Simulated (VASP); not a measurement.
# Se (Im-3m) in VASP: further runs

One crystal, Se, is run at these levels: PBEsol; tasks: relaxation of cell and atoms.

All numbers are computed with VASP 6.6.1; they aren't measurements. Logs are shortened: lines on timing, memory, paths and dates and some standing lists are left out, and cuts for length are marked.

**1. The structure**

Symmetry: Im-3m, No. 229, cubic system. Conventional cell: a = 2.872 Å, b = 2.872 Å, c = 2.872 Å, α = 90.00°, β = 90.00°, γ = 90.00°. Around Se (site symmetry m-3m) lie 8 Se at 2.49 Å.

This isn't the form of Se at room conditions, which is trigonal, of chains.

**2. Relaxation of cell and atoms, PBEsol, target pressure 125 GPa, at which the enthalpy is minimised**

The input, INCAR:

```
SYSTEM = Se
PREC = Accurate
ENCUT = 520
EDIFF = 1E-7
ISMEAR = 0
SIGMA = 1.0
LREAL = .False.
LASPH = .True.
NELM = 80
ALGO = Fast
ISIF = 3
LWAVE = .False.
LCHARG = .False.
GGA = PS
IBRION = 2
NSW = 80
EDIFFG = -0.002
PSTRESS = 1250.0
```

The input, KPOINTS:

```
regular mesh
0
Gamma
  21 21 21
  0 0 0
```

The input, POSCAR:

```
Se                                      
1.0
    2.0309994100      1.1725981223      0.8292631361
   -2.0309994100      1.1725981223      0.8292631361
   -0.0000000000     -2.3451962446      0.8292631361
  Se            
     1
Direct
     0.0000000000000000    0.0000000000000000    0.0000000000000000
```

Potentials or basis: VASP PAW PBE potentials, release 64 (Se).

Started as:

```
$ cat potpaw_PBE.64/Se/POTCAR > POTCAR
$ mpirun -np 1 vasp_std > vasp.out
```

OUTCAR:

```text
SYSTEM = Se
   PREC = Accurate
   ENCUT = 520
   EDIFF = 1E-7
   ISMEAR = 0
   LREAL = .False.
   LASPH = .True.
   NELM = 80
   ISIF = 3
   GGA = PS
   IBRION = 2
   NSW = 80
   EDIFFG = -0.002
   PSTRESS = 1250.0

 ion  position               nearest neighbor table
   1  0.000  0.000  0.000-

  LATTYP: Found a trigonal (rhomboedric) cell.
 ALAT       =     2.4874931776
 COS(alpha) =    -0.3332935973

  Lattice vectors:

 A1 = (   2.0309994100,   1.1725981223,   0.8292631361)
 A2 = (  -2.0309994100,   1.1725981223,   0.8292631361)
 A3 = (   0.0000000000,  -2.3451962446,   0.8292631361)

Analysis of symmetry for initial positions (statically):
=====================================================================
 Subroutine PRICEL returns:
 Original cell was already a primitive cell.

 Routine SETGRP: Setting up the symmetry group for a
 trigonal (rhombohedral) supercell.

 Subroutine GETGRP returns: Found 12 space group operations
 (whereof 12 operations were pure point group operations)
 out of a pool of 12 trial point group operations.

The static configuration has the point symmetry D_3d.

Analysis of symmetry for dynamics (positions and initial velocities):
=====================================================================
 Subroutine PRICEL returns:
 Original cell was already a primitive cell.

 Routine SETGRP: Setting up the symmetry group for a
 trigonal (rhombohedral) supercell.

 Subroutine GETGRP returns: Found 12 space group operations
 (whereof 12 operations were pure point group operations)
 out of a pool of 12 trial point group operations.

The dynamic configuration has the point symmetry D_3d.

 Subroutine INISYM returns: Found 12 space group operations
 (whereof 12 operations are pure point group operations),
 and found     1 'primitive' translations

----------------------------------------------------------------------------------------

                                     Primitive cell

  volume of cell :      11.8496

  direct lattice vectors                    reciprocal lattice vectors
     2.030999410  1.172598122  0.829263136     0.246184217  0.142134516  0.401963284
    -2.030999410  1.172598122  0.829263136    -0.246184217  0.142134516  0.401963284
     0.000000000 -2.345196245  0.829263136     0.000000000 -0.284269032  0.401963284

  length of vectors
     2.487493178  2.487493178  2.487493271     0.492324457  0.492324457  0.492324450

  position of ions in fractional coordinates (direct lattice)
[... 83 lines left out ...]
   ISIF   =      3    stress and relaxation
   ISYM   =      2    0-nonsym 1-usesym 2-fastsym
   POTIM  = 0.5000    time-step for ionic-motion
   TEBEG  =    0.0;   TEEND  =   0.0 temperature during run
   PSTRESS= 1250.0 pullay stress
   NELECT =       6.0000    total number of electrons
   NUPDOWN=      -1.0000    fix difference up-down
   EMIN   =  10.00;   EMAX   =-10.00  energy-range for DOS
   EFERMI =   0.00;   METHOD = LEGACY
   ISMEAR =     0;   SIGMA  =   1.00  broadening in eV -4-tet -1-fermi 0-gaus
   EFERMI_NEDOS =   21; number of points for ismear=-14 and -15
   IALGO  =     68    algorithm
   IMIX   =      4    mixing-type and parameters
     AMIX     =   0.40;   BMIX     =  1.00
     AMIX_MAG =   1.60;   BMIX_MAG =  1.00
  volume/ion in A,a.u.               =      11.85        79.96
  Fermi-wavevector in a.u.,A,eV,Ry     =   1.304841  2.465793 23.165429  1.702611
  Thomas-Fermi vector in A             =   2.435750
   LORBIT       =      0    0 simple, 1 ext, 2 COOP (PROOUT), +10 PAW based schemes
   GGA     = PS    functional components
   LHFCALC =     F    Hartree Fock is set to
   AEXX    =    0.0000 exact exchange contribution
   IVDW    =     0    specifies the selected vdW correction
   LEPSILON=     F    determine dielectric tensor
   LRPA    =     F    only Hartree local field effects (RPA)
 conjugate gradient relaxation of ions
 non-spin polarized calculation
 RMM-DIIS sequential band-by-band and
 Gauss-broadening in eV      SIGMA  =   1.00
  energy-cutoff  :      520.00
  volume of cell :       11.85
 maximum number of plane-waves:       331
   NGX =  9   NGY =  9   NGZ =  9

 number of electron       5.9999999 magnetization

 Free energy of the ion-electron system (eV)
  ---------------------------------------------------
  ext. energy  EPLUGINS =         0.00000000
  ---------------------------------------------------
  free energy    TOTEN  =        -1.64365403 eV

  energy without entropy =       -1.44600009  energy(sigma->0) =       -1.54482706

 E-fermi :  13.8925     XC(G=0): -13.2858

 val. band max:       13.8849800018   @ k =  -0.0952   0.3810   0.0476
 cond. band min:      13.8947979221   @ k =  -0.2381   0.0476   0.0476
 fundamental gap:      0.0098179203
 Fermi energy:        13.8925039224

 k-point     1 :       0.0000    0.0000    0.0000
  band No.  band energies     occupation
      1      -9.0241      2.00000
      2      20.7666      0.00000
      3      20.7703      0.00000
      4      20.7703      0.00000
      5      27.7105      0.00000
      6      27.7105      0.00000
      7      27.7129      0.00000
[... 221 lines left out ...]
 k-point    24 :      -0.3810    0.0476    0.0000
  band No.  band energies     occupation
      1      -4.4403      2.00000
      2       6.1196      2.00000
      3      14.6353      0.29348
      4      17.6326      0.00000
      5      22.3177      0.00000
      6      23.1036      0.00000
      7      31.4581      0.00000

 [... further k-points ...]

------------------------ aborting loop because EDIFF is reached ----------------------------------------

  FORCE on cell =-STRESS in cart. coord.  units (eV):
  Direction    XX          YY          ZZ          XY          YZ          ZX
  --------------------------------------------------------------------------------------
  -------------------------------------------------------------------------------------
  Total        9.2450580      9.2450591      9.2436648      0.0000000     -0.0000000      0.0000000
  in kB     1250.0219030   1250.0220441   1249.8335162      0.0000000     -0.0000000      0.0000000
  external PRESSURE =      -0.0408456 kB  Pullay stress =    1250.0000000 kB

 VOLUME and BASIS-vectors are now :
 -----------------------------------------------------------------------------
  energy-cutoff  :      520.00
  volume of cell :       11.85
      direct lattice vectors                 reciprocal lattice vectors
     2.030999410  1.172598122  0.829263136     0.246184217  0.142134516  0.401963284
    -2.030999410  1.172598122  0.829263136    -0.246184217  0.142134516  0.401963284
     0.000000000 -2.345196245  0.829263136     0.000000000 -0.284269032  0.401963284

 POSITION                                       TOTAL-FORCE (eV/Angst)
 -----------------------------------------------------------------------------------
      0.00000      0.00000      0.00000        -0.000000      0.000000      0.000000
 -----------------------------------------------------------------------------------
    total drift:                               -0.000000     -0.000000      0.000000

  FREE ENERGIE OF THE ION-ELECTRON SYSTEM (eV)
  ---------------------------------------------------
  free  energy   TOTEN  =        -1.6436540315 eV

  energy  without entropy=       -1.4460000880  energy(sigma->0) =       -1.54482706

  enthalpy is  TOTEN    =         7.6012420210 eV   P V=        9.2448960525

 reached required accuracy - stopping structural energy minimisation
```

Wall time 35 s (1 thread of Intel Xeon Platinum 8559C (Emerald Rapids), shared host); peak memory 0.19 GiB.

Results:

- Free energy: -1.6437 eV
- Pressure after relaxing: 125.0 GPa
- Band gap on the k mesh: none (metal or under the smearing width)

Final structure:
```
CELL_PARAMETERS angstrom
2.03100 1.17260 0.82926
-2.03100 1.17260 0.82926
0.00000 -2.34520 0.82926
ATOMIC_POSITIONS crystal
Se 0.00000 0.00000 0.00000
```

Levels at points of the mesh, in eV from the Fermi level:
| k point | band 1 | band 2 | band 3 | band 4 | band 5 | band 6 | band 7 |
| --- | --- | --- | --- | --- | --- | --- | --- |
| (0.00, 0.00, 0.00) | -22.92 | 6.87 | 6.88 | 6.88 | 13.82 | 13.82 | 13.82 |

Caveat: the relaxation stopped at its first step, so nothing moved; the cell is relaxed towards a set pressure, so the enthalpy falls and the energy may rise; the PAW data sets were made with another functional, which shifts forces and pressure a little.

**3. Relaxation of cell and atoms, PBEsol, target pressure 75 GPa, at which the enthalpy is minimised**

INCAR: that of step 2 with these lines changed.

```diff
@@ -17,2 +17,2 @@
 EDIFFG = -0.002
-PSTRESS = 1250.0
+PSTRESS = 750.0
```

KPOINTS is that of step 2.

POSCAR: that of step 2 with these lines changed.

```diff
@@ -4,3 +4,3 @@
    -2.0309994100      1.1725981223      0.8292631361
-   -0.0000000000     -2.3451962446      0.8292631361
+    0.0000000000     -2.3451962446      0.8292631361
   Se
```

Potentials or basis: VASP PAW PBE potentials, release 64 (Se).

Started as:

```
$ cat potpaw_PBE.64/Se/POTCAR > POTCAR
$ mpirun -np 1 vasp_std > vasp.out
```

OUTCAR:

```text
SYSTEM = Se
   PREC = Accurate
   ENCUT = 520
   EDIFF = 1E-7
   ISMEAR = 0
   LREAL = .False.
   LASPH = .True.
   NELM = 80
   ISIF = 3
   GGA = PS
   IBRION = 2
   NSW = 80
   EDIFFG = -0.002
   PSTRESS = 750.0

 ion  position               nearest neighbor table
   1  0.000  0.000  0.000-

  LATTYP: Found a trigonal (rhomboedric) cell.
 ALAT       =     2.4874931776
 COS(alpha) =    -0.3332935973

  Lattice vectors:

 A1 = (   2.0309994100,   1.1725981223,   0.8292631361)
 A2 = (  -2.0309994100,   1.1725981223,   0.8292631361)
 A3 = (   0.0000000000,  -2.3451962446,   0.8292631361)

Analysis of symmetry for initial positions (statically):
=====================================================================
 Subroutine PRICEL returns:
 Original cell was already a primitive cell.

 Routine SETGRP: Setting up the symmetry group for a
 trigonal (rhombohedral) supercell.

 Subroutine GETGRP returns: Found 12 space group operations
 (whereof 12 operations were pure point group operations)
 out of a pool of 12 trial point group operations.

The static configuration has the point symmetry D_3d.

Analysis of symmetry for dynamics (positions and initial velocities):
=====================================================================
 Subroutine PRICEL returns:
 Original cell was already a primitive cell.

[... 166 lines left out ...]
  external PRESSURE =     499.9591544 kB  Pullay stress =     750.0000000 kB
[... 24 lines left out ...]
--------------------------------------- Ionic step        2  -------------------------------------------

 number of electron       5.9999998 magnetization

 E-fermi :   6.0000     XC(G=0): -10.9361

 val. band max:        5.9831589227   @ k =  -0.3810   0.0952   0.0952
 cond. band min:       6.0050392660   @ k =  -0.3333   0.3810   0.0476
 fundamental gap:      0.0218803433
 Fermi energy:         6.0000055769

 k-point     1 :       0.0000    0.0000    0.0000
  band No.  band energies     occupation
      1     -10.5783      2.00000
      2       9.2166      0.00001
      3       9.2177      0.00001
      4       9.2177      0.00001
      5      17.6486      0.00000
      6      18.4900      0.00000
      7      18.4900      0.00000
[... 299 lines left out ...]
  energy  without entropy=       -2.4188037727  energy(sigma->0) =       -2.53100679

  enthalpy is  TOTEN    =         3.7029380029 eV   P V=        6.3461478113

[... ionic steps 4 to 11 ...]

--------------------------------------- Ionic step       12  -------------------------------------------

 number of electron       6.0000000 magnetization

------------------------ aborting loop because EDIFF is reached ----------------------------------------
[... 69 lines left out ...]
--------------------------------------- Ionic step       14  -------------------------------------------

 number of electron       6.0000000 magnetization

 Free energy of the ion-electron system (eV)
  ---------------------------------------------------
  ext. energy  EPLUGINS =         0.00000000
  ---------------------------------------------------
  free energy    TOTEN  =        -2.52317397 eV

  energy without entropy =       -2.30328092  energy(sigma->0) =       -2.41322744

 E-fermi :  11.7608     XC(G=0): -12.7208

 val. band max:       11.7603348908   @ k =  -0.0952   0.3810   0.0476
 cond. band min:      11.7744151390   @ k =  -0.4762   0.4286   0.0000
 fundamental gap:      0.0140802481
 Fermi energy:        11.7607658532

 k-point     1 :       0.0000    0.0000    0.0000
  band No.  band energies     occupation
      1      -9.3820      2.00000
      2      17.5637      0.00000
      3      17.5640      0.00000
      4      17.5640      0.00000
      5      25.2205      0.00000
      6      25.2205      0.00000
      7      25.2207      0.00000
[... 262 lines left out ...]
  energy  without entropy=       -2.3032809158  energy(sigma->0) =       -2.41322744

  enthalpy is  TOTEN    =         3.6970386614 eV   P V=        6.2202126299

 reached required accuracy - stopping structural energy minimisation
```

Wall time 2.8 min (1 thread of Intel Xeon Platinum 8559C (Emerald Rapids), shared host); peak memory 0.21 GiB.

Results:

```yaml
Free_energy: -2.5232 eV
Relaxed_volume: 13.29 Å³/atom
Relaxed_cell: a = 2.584 Å, b = 2.584 Å, c = 2.584 Å, α = 109.47°, β = 109.47°, γ = 109.47°
Space_group_after_relaxing_to_0.05_Å: Im-3m (No. 229)
Energy_change_on_relaxing_the_enthalpy_is_what_falls: -879.5 meV/atom
Ionic_steps: 14
Pressure_after_relaxing: 75.0 GPa
Band_gap_on_the_k_mesh: none (metal or under the smearing width)
```

The path:
```csv
step,energy change (eV),largest force (eV/Å),pressure (GPa),volume (Å³)
1,0.0000,0.0000,125.00,11.85
2,-1.9208,0.0000,1.27,19.39
3,-0.9996,0.0000,68.07,13.56
4,-0.8917,0.0000,74.31,13.31
5,-0.8775,0.0000,75.14,13.28
6,-0.8776,0.0000,75.14,13.28
7,-0.8777,0.0000,75.13,13.28
8,-0.8777,0.0000,75.13,13.28
9,-0.8777,0.0000,75.13,13.28
10,-0.8778,0.0000,75.13,13.28
11,-0.8779,0.0000,75.12,13.28
12,-0.8781,0.0000,75.11,13.28
13,-0.8786,0.0000,75.09,13.29
14,-0.8795,0.0000,75.02,13.29
```

Final structure:
```yaml
crystal:
  lattice:
    - [2.11014, 1.21829, 0.86147]
    - [-2.11014, 1.21829, 0.86147]
    - [0.00000, -2.43658, 0.86147]
  atoms:
    - { symbol: Se, position: [0.00000, 0.00000, 0.00000] }
```

Caveat: the cell is relaxed towards a set pressure, so the enthalpy falls and the energy may rise; the PAW data sets were made with another functional, which shifts forces and pressure a little.
